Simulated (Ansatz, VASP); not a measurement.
# SiC (V_Si-V_C (Si site 2) axial) in two plane-wave programs

Aim: how closely do two programs agree when they are given the same cell, functional and k mesh? The cell is taken from a series of runs on this material, whose earlier steps may have relaxed, scaled, displaced or heated it; both programs get it as it stands.

Main program and level: Ansatz 0.2.0; plane waves, with VASP 6.6.1 beside it; PBE.

## 1. Starting point

The cell holds 94 atoms: 47 Si and 47 C. Its edges and angles: a = 10.718 Å, b = 10.718 Å, c = 10.129 Å, α = 90.0°, β = 90.0°, γ = 120.0°. It derives from SiC (SiC (P6_3mc)). Nearest the centre at fractional (0.667, 0.500, 0.844): Si35 at 2.37 Å, Si47 at 2.38 Å, Si45 at 2.38 Å, C89 at 2.45 Å, C87 at 2.45 Å, C76 at 2.53 Å, Si44 at 3.18 Å, Si43 at 3.18 Å. The cell carries charge −1.

## 2. Ansatz: single point, PBE, pair 1

Ansatz runs on its default PAW (the set named soft_2) files.

A single point takes one fixed geometry, so differences don't come from the geometry; what else differs is listed under the comparison.

input.yaml

```yaml
crystal:
  lattice:
    - [9.28241338, 5.35920398, 0.0]
    - [-9.28241348, 5.35920381, 0.0]
    - [0.0, 0.0, 10.12919782]
  atoms:
    - { symbol: Si, position: [-0.00071092058, -0.00095616566, 0.50104732346] }
    - { symbol: Si, position: [0.16690966932, 0.33414197808, 0.50109596687] }
    - { symbol: Si, position: [0.33332675088, 0.16733249097, 0.50098478968] }
[... 5 atom lines left out ...]
    - { symbol: Si, position: [0.33626761202, 0.33720865109, 0.74708303513] }
    - { symbol: Si, position: [-0.00149906358, -0.00152837468, 0.9999623506] }
[... 1 atom line left out ...]
    - { symbol: Si, position: [0.33173041373, 0.16650519374, 1.00011514912] }
    - { symbol: C, position: [-0.00067307378, 0.00010202696, 0.18659710872] }
[... 5 atom lines left out ...]
    - { symbol: C, position: [-0.0004169004, 0.33346088827, 0.4379939893] }
[... 2 atom lines left out ...]
    - { symbol: C, position: [-0.00166129571, 0.16651168473, 0.93739529118] }
    - { symbol: C, position: [0.16577793381, -0.00036606651, 0.93779990839] }
    - { symbol: C, position: [0.33238703788, 0.33196679694, 0.93752440548] }
[... 1 atom line left out ...]
    - { symbol: Si, position: [0.1658077234, 0.83359629052, 0.5010853389] }
[... 1 atom line left out ...]
    - { symbol: Si, position: [-0.00017762852, 0.83358829971, 0.2500858392] }
[... 2 atom lines left out ...]
    - { symbol: Si, position: [-0.0034514571, 0.66721534102, 0.74709248785] }
[... 1 atom line left out ...]
    - { symbol: Si, position: [0.33370133442, 0.83388318596, 0.74817937505] }
    - { symbol: Si, position: [0.00098901547, 0.5010786031, 1.00012409183] }
    - { symbol: Si, position: [0.16625690508, 0.83340372211, 1.00015841166] }
    - { symbol: Si, position: [0.33418056342, 0.66634081678, 0.99997736092] }
    - { symbol: C, position: [-4.541875e-05, 0.50039414815, 0.18720763483] }
    - { symbol: C, position: [0.16673094243, 0.83365052489, 0.1867600272] }
    - { symbol: C, position: [0.33334546389, 0.66712763993, 0.18660955947] }
[... 1 atom line left out ...]
    - { symbol: C, position: [0.16940628066, 0.83475235965, 0.68778513481] }
    - { symbol: C, position: [0.33401165587, 0.66773705086, 0.68796445787] }
    - { symbol: C, position: [-0.00046333559, 0.83323972289, 0.43621160886] }
    - { symbol: C, position: [0.16667622926, 0.66703100621, 0.43819253722] }
    - { symbol: C, position: [0.33316775887, 0.50006530748, 0.43620620142] }
    - { symbol: C, position: [0.0002586672, 0.66588565925, 0.93754093525] }
    - { symbol: C, position: [0.16692637418, 0.50020857492, 0.93780017917] }
[... 3 atom lines left out ...]
    - { symbol: Si, position: [0.83258453545, 0.16702569897, 0.5006446784] }
[... 1 atom line left out ...]
    - { symbol: Si, position: [0.66634981091, 0.16712945347, 0.24944472029] }
[... 5 atom lines left out ...]
    - { symbol: Si, position: [0.66640045132, 0.33717309932, 1.00177112019] }
[... 3 atom lines left out ...]
    - { symbol: C, position: [0.83289680066, 0.16721291514, 0.18661415719] }
[... 5 atom lines left out ...]
    - { symbol: C, position: [0.83285367398, 0.00025605176, 0.43813618109] }
[... 3 atom lines left out ...]
    - { symbol: Si, position: [0.50005281125, 0.49954022545, 0.50876631525] }
[... 2 atom lines left out ...]
    - { symbol: Si, position: [0.49997482668, 0.83373476601, 0.250296285] }
[... 1 atom line left out ...]
    - { symbol: Si, position: [0.83376401926, 0.5009876683, 0.2518563817] }
[... 2 atom lines left out ...]
    - { symbol: Si, position: [0.49851809699, 0.49796786068, 0.99893503287] }
[... 1 atom line left out ...]
    - { symbol: Si, position: [0.83426790361, 0.66583895345, 0.99912387962] }
    - { symbol: C, position: [0.5006333313, 0.49993375556, 0.1860792407] }
[... 1 atom line left out ...]
    - { symbol: C, position: [0.83206334169, 0.66563256799, 0.18615978862] }
    - { symbol: C, position: [0.49020831217, 0.49675938749, 0.68756556413] }
    - { symbol: C, position: [0.66632635297, 0.83226634925, 0.68760385198] }
    - { symbol: C, position: [0.84268552006, 0.67296808837, 0.68736269017] }
[... 1 atom line left out ...]
    - { symbol: C, position: [0.66634050076, 0.66586071348, 0.43955176308] }
    - { symbol: C, position: [0.83348844788, 0.50065867202, 0.43835434354] }
    - { symbol: C, position: [0.50188952484, 0.6661330105, 0.93747713759] }
    - { symbol: C, position: [0.83070955104, 0.8304405261, 0.93748724349] }
  host:
    repeats: [2, 2, 1]
    atoms:
      - { symbol: Si, position: [0.0, 0.0, 0.49984857] }
      - { symbol: Si, position: [0.33333333, 0.66666667, 0.49984857] }
      # ... 22 more atoms of the perfect host
total_charge: -1
basis:
  ecutwfc: 420
  xc_grid: 2
hamiltonian:
  xc: pbe
kpoints:
  mp_grid: { grid: [1, 1, 1] }
magnetization:
  spin_polarized: true
  initial_magnetization: 1
  spin_locking: { lock_magnetization: hard }
scf:
  occupations: { method: fermi_dirac, width: 0.01 }
  max_iter: 60
output:
  forces: true
  charged_corrections:
    epsilon: [7.02, 7.02, 7.32]
    static_epsilon: [10.34, 10.34, 11.03]
    defect_position: [0.666667, 0.5, 0.843928]
checkpoint:
  read: "../qm1_M1.relax_smeared.run"
  write: "../cc0.qm1_M1.lm0.4.run"
  compress: false
  write_wavefunctions: false
  write_every: 100000
```

On the command line:

```
ansatz run input.yaml --threads 4 --pin off --max-ram 14131MiB --backend cpu --events-out ev --progress --plain --runs-dir out
```

Numbers of over 12 decimals in the logs are rounded to 6 here.

What it wrote:

```text
Warning: checkpoint.read: the run can stay near the saved state's solution: 94 site(s) moved relative to the saved geometry (max |Δs| = 1.992e-3 fractional); the SCF starts from the saved state under `checkpoint.density_extrapolation: transplant`, in force with no word given; its orbitals are not used off its sites. A run without `checkpoint.read` takes nothing of the state. A lower free energy from it at the same positions (and U, V and field ramp, if any), with starting moments typed, shows a solution that this start missed, and an equal or higher one rules none out (checkpoint.read, Limitations, in the input reference)
Engine: ansatz 0.2.0, aarch64-unknown-linux-gnu
Pseudopotentials: kind: paw
Pseudopotential: Si, paw, valence charge 4, recommended cutoff 420 eV (normal), Si.paw.azcp
Pseudopotential: C, paw, valence charge 4, recommended cutoff 420 eV (normal), C.paw.azcp
Functional definition: PBE
  parameter kappa = 0.804
  parameter beta = 0.066725
  exchange = pbe_x(kappa = kappa, mu = beta*pi^2/3)
  correlation = pbe_c(beta = beta)
Crystal: 94 atoms, lattice volume = 1007.781 Å³
Basis set: ecut = 420 eV, 19671 PW (Γ), exchange–correlation on 144×144×144 points (8 copies of the dense FFT grid, shifted against one another)
Bands: 283, of which v1, the nominal top of the filled ones, is band 189 counted from 1 (188 counted from 0)
Symmetry: 1 space group operations
Space group: P1 (ITA 1), of the structure as read, at distance tolerance 1.0e-4 Å
Magnetic group: BNS 1.1 (UNI 1), of the structure as read, at distance tolerance 1.0e-4 Å
k-points: 1
Non-local potential: Si, projectors of the file, l = 0: 2, l = 1: 2, l = 2: 2
Non-local potential: C, projectors of the file, l = 0: 2, l = 1: 2, l = 2: 1
PAW form: soft (Blöchl's): semilocal exchange-correlation on the pseudo side does not see the compensation charge
PAW one-centre angular grid: Si, 110 points (default); XC on 64 Gauss nodes
PAW one-centre angular grid: C, 110 points (default); XC on 64 Gauss nodes
Initial density: read from a saved state, or passed on in memory by an earlier SCF of this step, an earlier step, the calling program or the single point that the run made first, carried with its atoms to this geometry
Starting moments: Σ|m| = 1 μB on 94 of 94 sites; this step starts from the density that it was given
Initial wavefunctions: pseudopotential atomic-orbital guess
Functional: x = pbe(κ = 0.804, μ = 0.219515), c = pbe(β = 0.066725)
iter 1 solved again at ethr=6.13e-6 eV; its pass at ethr=3.10e-3 eV (dr2=2.31e-2 eV) is discarded
SCF iter   1: F=—  HF=-41678.217994 eV  |F-HF|=—  |Δ(HF+E_count)|=         —  Δρ=7.79e-4 (↑6.38e-4 ↓7.79e-4)  dr2=2.36e-2  dr2_m=4.64e-4  M=1.000 μB ∫|m|=1.162 μB  β_m=0.30  ethr=6.13e-6  ⟨swp⟩=7.0  Hψ=4364  notcnv=0
preconditioner: auto → Resta (q_TF=auto, 2.316 Å⁻¹)  ε∞=4.8  [insulator: Δε(μ)=0.209 eV  Ē_g=11.673 eV  σ=0.010 eV  W_gap=1.00  n_scr=210 (ndim 8)  ℏωp=22.7 eV  f_vac=0.000  D(μ)=0.01/eV (n_scr^D=0)  ε∞_Penn≈4.8]
spin=Collinear: Resta preconditioning applied to the charge; magnetization (m = ρ↑ − ρ↓) channel mixes plain (no charge-response kernel on spin).
SCF iter   2: F=—  HF=-41678.214301 eV  |F-HF|=—  |Δ(HF+E_count)|=   3.69e-3  Δρ=4.91e-4 (↑4.33e-4 ↓4.91e-4)  dr2=9.67e-3  dr2_m=2.21e-4  M=1.000 μB ∫|m|=1.162 μB  β_m=0.54  ethr=6.13e-6  ⟨swp⟩=2.0  Hψ=575  notcnv=0
SCF iter   3: F=—  HF=-41678.212083 eV  |F-HF|=—  |Δ(HF+E_count)|=   2.22e-3  Δρ=1.64e-4 (↑1.08e-4 ↓1.64e-4)  dr2=6.45e-4  dr2_m=5.33e-5  M=1.000 μB ∫|m|=1.158 μB  β_m=0.57  ethr=2.56e-6  ⟨swp⟩=3.0  Hψ=1107  notcnv=0
SCF iter   4: F=—  HF=-41678.212046 eV  |F-HF|=—  |Δ(HF+E_count)|=   3.67e-5  Δρ=6.11e-5 (↑5.34e-5 ↓6.11e-5)  dr2=9.85e-5  dr2_m=1.13e-5  M=1.000 μB ∫|m|=1.157 μB  β_m=0.72  ethr=1.71e-7  ⟨swp⟩=2.0  Hψ=855  notcnv=0
SCF iter   5: F=—  HF=-41678.213004 eV  |F-HF|=—  |Δ(HF+E_count)|=   9.57e-4  Δρ=6.15e-5 (↑2.49e-5 ↓6.15e-5)  dr2=1.26e-4  dr2_m=6.54e-6  M=1.000 μB ∫|m|=1.156 μB  β_m=0.61  ethr=2.61e-8  ⟨swp⟩=2.5  Hψ=909  notcnv=0
SCF iter   6: F=—  HF=-41678.212996 eV  |F-HF|=—  |Δ(HF+E_count)|=   8.23e-6  Δρ=1.38e-5 (↑9.27e-6 ↓1.38e-5)  dr2=4.27e-6  dr2_m=6.54e-7  M=1.000 μB ∫|m|=1.155 μB  β_m=0.72  ethr=2.61e-8  ⟨swp⟩=2.0  Hψ=854  notcnv=0
SCF iter   7: F=—  HF=-41678.212997 eV  |F-HF|=—  |Δ(HF+E_count)|=   1.36e-6  Δρ=4.01e-6 (↑4.01e-6 ↓3.87e-6)  dr2=3.93e-7  dr2_m=6.82e-8  M=1.000 μB ∫|m|=1.155 μB  β_m=0.80  ethr=1.13e-9  ⟨swp⟩=2.5  Hψ=882  notcnv=0
SCF iter   8: F=—  HF=-41678.212997 eV  |F-HF|=—  |Δ(HF+E_count)|=   2.52e-7  Δρ=1.06e-6 (↑9.55e-7 ↓1.06e-6)  dr2=3.07e-8  dr2_m=4.29e-9  M=1.000 μB ∫|m|=1.154 μB  β_m=0.90  ethr=2.65e-11  ⟨swp⟩=11.0  Hψ=2299  notcnv=0
SCF iter   9: F=-41678.212997 eV  HF=-41678.212997 eV  |F-HF|=6.40e-10  |Δ(HF+E_count)|=   2.40e-8  Δρ=3.32e-7 (↑2.38e-7 ↓3.32e-7)  dr2=3.72e-9  dr2_m=1.76e-10  M=1.000 μB ∫|m|=1.154 μB  ethr=8.14e-12  ⟨swp⟩=4.5  Hψ=1522  notcnv=0
[...]
atom  42  C      0.10485815    -0.04196653    -0.03882395
  atom  43  C     -0.00108373    -0.05527717     0.16516011
  atom  44  C      0.00141597    -0.00013951     0.03320786
  atom  45  C      0.05102776     0.02792207     0.17204322
  atom  46  C     -0.06368461    -0.10198301    -0.07807929
  atom  47  C      0.01350554     0.00732702    -0.02744248
  atom  48  C      0.00283127    -0.03962634    -0.03324914
  atom  49  Si     0.00055091    -0.00545280    -0.04022212
  atom  50  Si     0.02654057    -0.01400101    -0.09530367
  atom  51  Si     0.00647801     0.00158591    -0.03914291
  atom  52  Si     0.00719887    -0.01063611    -0.02892039
  atom  53  Si     0.01557407    -0.00925710    -0.01980434
  atom  54  Si    -0.00965526     0.00333854    -0.01255918
  atom  55  Si     0.02743291    -0.06688682     0.05491417
  atom  56  Si    -0.00470302     0.00304462     0.05583363
  atom  57  Si     0.07042956     0.01063566     0.05364978
  atom  58  Si     0.01293438     0.01655130     0.03989937
  atom  59  Si     0.09097404    -0.05433737     0.05983587
  atom  60  Si    -0.00828203    -0.02061154     0.03992961
  atom  61  C     -0.00529919    -0.00219118     0.00099307
  atom  62  C     -0.03286251     0.01856469    -0.00666879
  atom  63  C     -0.00051872     0.00582491    -0.00028200
  atom  64  C     -0.03049728    -0.00183133    -0.01490358
  atom  65  C     -0.03334164     0.01362554    -0.01560675
[...]
atom  87  C     -0.00489135     0.14859134    -0.08931306
  atom  88  C      0.07629646    -0.04578946    -0.00291426
  atom  89  C     -0.13383520    -0.07155300    -0.08746557
  atom  90  C      0.01669696    -0.00888955     0.02760764
  atom  91  C      0.02735688    -0.01912028     0.09865206
  atom  92  C     -0.03604535     0.00925671     0.07090786
  atom  93  C      0.09130482    -0.01793767    -0.06795097
  atom  94  C      0.05685538    -0.06335863    -0.06635420
  max |Σ_I F_I| component: 1.30e-5 eV/Å
--- Charged-cell corrections in eV (Makov–Payne, q = -1.000 e, ε = [7.020, 7.020, 7.320] of the electrons, [10.340, 10.340, 11.030] with the ions) ---
  F (periodic)     = -41678.212997  (uncorrected; the corrections below are reported, never added to it)
  E_corr1          = +0.288587  (monopole, q²α_M/2ε̄L, of the cell on which ε is isotropic)
  F Makov-Payne    = n/a  (the rows are of the electrons' constant alone; ansatz place-levels tells what screens the charge)
  no potential alignment in this run, which stands beside a crystal: run the host's input off ansatz write-host-input, and read the two finished runs by ansatz place-levels (neither reads a slab, a wire or a sheet, whose cell leaves a vacuum)
--- Band table (eV) ---
  k-point 0 ↑: bands = [... 185 lower, 8.8951, 8.9650, 9.7555, 10.0394, 11.0030, 11.0990, 11.3020, 11.4018, ... 90 higher]
  k-point 0 ↓: bands = [... 185 lower, 8.9548, 9.1607, 10.1888, 10.3908, 11.0018, 11.1193, 11.3048, 11.4036, ... 90 higher]
```

In the SCF lines HF is the Harris–Foulkes energy and dr2 the Hartree energy of the density residual, in eV; the loop may stop once dr2 is under the threshold and the program's other checks hold. Hψ counts applications of the Hamiltonian.

## 3. VASP: single point, PBE, pair 1

The same cell, functional, mesh and smearing now go to VASP, with its own data sets.

Lines of VASP's logs that name or quote its potential files are left out, and so is its time.

INCAR

```
SYSTEM = SiC
PREC = Accurate
ENCUT = 520
EDIFF = 1E-06
NELM = 200
ISMEAR = -1
SIGMA = 0.01
LREAL = Auto
ALGO = Normal
GGA = PE
NELECT = 377
NBANDS = 256
ISPIN = 2
MAGMOM = -0 -0 0 -0 -0 -0 0 0 -0 0 0 -0 0 -0 -0 0 -0 0 -0 0 0 -0 0 0 -0 -0 -0 -0 0 0 0 0 0 0 0 0 -0 0 -0 0 0 -0 0 0 -0 0 -0 0 0 -0 0.01 0 0 0 0 0 -0 0 -0 -0 0 0 0 0.01 0.01 0 0 0 -0 0 -0 0 0 0 0.02 0.3 0.02 0 0.02 0 0 0 0 -0 0 -0 0.06 0 0.06 0 0 0 0 0
LORBIT = 11
LWAVE = .FALSE.
LCHARG = .FALSE.
ISIF = 2
NUPDOWN = 1
LASPH = .TRUE.
GGA_COMPAT = .FALSE.
NCORE = 2
```

POSCAR

```
SiC
1.0
    9.2824133794      5.3592039794      0.0000000000
   -9.2824134800      5.3592038053      0.0000000000
    0.0000000000      0.0000000000     10.1291978199
Si C
47 47
Direct
    0.9992890794      0.9990438343      0.5010473235
    0.1669096693      0.3341419781      0.5010959669
    0.3333267509      0.1673324910      0.5009847897
[... 5 atom lines left out ...]
    0.3362676120      0.3372086511      0.7470830351
    0.9985009364      0.9984716253      0.9999623506
[... 1 atom line left out ...]
    0.3317304137      0.1665051937      0.0001151491
    0.9994178941      0.5003585740      0.5009680564
[... 5 atom lines left out ...]
    0.9965485429      0.6672153410      0.7470924879
[... 2 atom lines left out ...]
    0.0009890155      0.5010786031      0.0001240918
    0.1662569051      0.8334037221      0.0001584117
    0.3341805634      0.6663408168      0.9999773609
[... 1 atom line left out ...]
    0.6663713269      0.3352069958      0.5017094270
[... 1 atom line left out ...]
    0.4989440775      0.3336163738      0.2518665005
[... 2 atom lines left out ...]
    0.5001176574      0.1699621131      0.7481916512
[... 1 atom line left out ...]
    0.8326925291      0.3361438727      0.7481935167
    0.5008798362      0.0021577626      0.9999548623
    0.6664004513      0.3371730993      0.0017711202
    0.8318398451      0.1676068454      0.9999653083
    0.5000528113      0.4995402254      0.5087663152
    0.6663497158      0.8320292652      0.5013562924
    0.8326220349      0.6657821200      0.5085172875
[... 1 atom line left out ...]
    0.6663188689      0.6663729989      0.2522967213
    0.8337640193      0.5009876683      0.2518563817
    0.5006439021      0.6602145225      0.7472242329
    0.8319308859      0.8258601773      0.7472425846
    0.4985180970      0.4979678607      0.9989350329
    0.6663029661      0.8328878093      0.0000309500
    0.8342679036      0.6658389535      0.9991238796
[... 3 atom lines left out ...]
    0.9986428539      0.9999529636      0.6879644567
[... 1 atom line left out ...]
    0.3318211306      0.1663240831      0.6873314921
[... 5 atom lines left out ...]
    0.3323870379      0.3319667969      0.9375244055
[... 3 atom lines left out ...]
    0.0009411735      0.5008331672      0.6873246625
[... 5 atom lines left out ...]
    0.0002586672      0.6658856593      0.9375409352
[... 3 atom lines left out ...]
    0.6663559315      0.3351450237      0.1877363133
[... 2 atom lines left out ...]
    0.6664775706      0.3199058443      0.6820251179
[... 1 atom line left out ...]
    0.4992476217      0.3335742899      0.4384021506
[... 2 atom lines left out ...]
    0.5001675144      0.1708129469      0.9377623421
[... 1 atom line left out ...]
    0.8325791881      0.3369604449      0.9377595017
    0.5006333313      0.4999337556      0.1860792407
[... 1 atom line left out ...]
    0.8320633417      0.6656325680      0.1861597886
    0.4902083122      0.4967593875      0.6875655641
    0.6663263530      0.8322663492      0.6876038520
    0.8426855201      0.6729680884      0.6873626902
[... 1 atom line left out ...]
    0.6663405008      0.6658607135      0.4395517631
    0.8334884479      0.5006586720      0.4383543435
    0.5018895248      0.6661330105      0.9374771376
    0.8307095510      0.8304405261      0.9374872435
```

KPOINTS

```
Automatic mesh
0
Gamma
1 1 1
0 0 0
```

The projector-augmented-wave data sets are Si and C (PBE family, release 64).

On the command line:

```
mpirun -np 8 vasp_gam
```

What it wrote:

```text
[banner, memory and clock lines left out]
running    8 mpi-ranks, on    1 nodes
[...]
LDA part: xc-table for (Slater+PW92), standard interpolation
 POSCAR, INCAR and KPOINTS ok, starting setup
[...]
entering main loop
       N       E                     dE             d eps       ncg     rms          rms(c)
DAV:   1     0.226255300440E+04    0.22626E+04   -0.19578E+05  1024   0.141E+03
DAV:   2    -0.523205618989E+03   -0.27858E+04   -0.26069E+04  1328   0.280E+02
DAV:   3    -0.771518196228E+03   -0.24831E+03   -0.24518E+03  1248   0.809E+01
DAV:   4    -0.778247886092E+03   -0.67297E+01   -0.66986E+01  1248   0.149E+01
DAV:   5    -0.778442766929E+03   -0.19488E+00   -0.19466E+00  1264   0.255E+00BRMIX: very serious problems
 the old and the new charge density differ
 old charge density:   376.00000 new  377.00000
    0.597E+01
DAV:   6    -0.692533070413E+03    0.85910E+02   -0.31187E+02  1168   0.238E+01    0.264E+01
DAV:   7    -0.691203828662E+03    0.13292E+01   -0.27710E+01  1224   0.788E+00    0.123E+01
DAV:   8    -0.690906096632E+03    0.29773E+00   -0.18934E+00  1176   0.245E+00    0.513E+00
DAV:   9    -0.690890057767E+03    0.16039E-01   -0.30119E-01  1232   0.113E+00    0.166E+00
[...]
DAV:  16    -0.690898379692E+03   -0.36023E-05   -0.12575E-05  1312   0.577E-03    0.729E-03
DAV:  17    -0.690898381830E+03   -0.21383E-05   -0.27160E-06   912   0.312E-03    0.342E-03
DAV:  18    -0.690898382804E+03   -0.97395E-06   -0.17712E-06   656   0.180E-03
   1 F= -.69089838E+03 E0= -.69089838E+03  d E =-.735825E-05  mag=     1.0000
```

From OUTCAR (step 3):

```text
  FREE ENERGIE OF THE ION-ELECTRON SYSTEM (eV)
  ---------------------------------------------------
  free  energy   TOTEN  =      -690.8983828043 eV

  energy  without entropy=     -690.8983754460  energy(sigma->0) =     -690.89837913

 magnetization (x)
# of ion       s       p       d       tot
------------------------------------------
    1       -0.000  -0.000   0.000  -0.000
    2       -0.000  -0.000   0.000  -0.000
    3       -0.000  -0.000   0.000  -0.000
    4       -0.000  -0.000   0.000  -0.000
    5       -0.000   0.000   0.000  -0.000
    6       -0.000  -0.000   0.000  -0.000
    7       -0.000   0.003   0.000   0.003
    8       -0.000   0.000   0.000   0.000
    9       -0.001  -0.001   0.000  -0.002
   10       -0.000   0.000   0.000   0.000
   11        0.000   0.000   0.000   0.000
   12       -0.000  -0.000   0.000  -0.000
   13       -0.000  -0.000   0.000  -0.000
[...]
--------------------------------------------------
tot          0.035   0.471   0.000   0.506
```

The run ends at a pressure of 1.29 GPa, with forces up to 0.46 eV/Å.

[end of part 1 of 3]

[Lines on the potential files, build, host, timing and source positions are cut from VASP's logs without a mark.]

[Logs are printed without paths, hosts, clocks, repeated set-up lines and the standing remarks that a program may print on its own settings, such as how far it seeks lower states.]

[Hosts, paths, dates, database ids (printed as entryN), source tags and the programs' standing remarks are cut or masked in the printed files.]
